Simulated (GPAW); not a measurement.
The system is Nb.

```xyz
1
Lattice="-1.6640 1.6640 1.6640 1.6640 -1.6640 1.6640 1.6640 1.6640 -1.6640" Properties=species:S:1:pos:R:3 pbc="T T T"
Nb    0.0000    0.0000    0.0000
```

Base run:

```yaml
Program: GPAW 26.7.0
Functional: LDA
Potentials_or_basis: the program's PAW data sets (release 1.2.1) made for this functional
Cutoff: 600 eV
Basis: pw
k_mesh: 11 × 11 × 11
Occupations: gaussian, width 0.1 eV
Spin: no spin polarisation
```

Its results: pressure -12.4 GPa.

Task: The run is repeated on the same cell with these changes: functional from LDA to RPBE; occupations from gaussian, width 0.1 eV to fermi-dirac, width 0.05 eV. What comes out?

Result: Pressure 0.3 GPa.
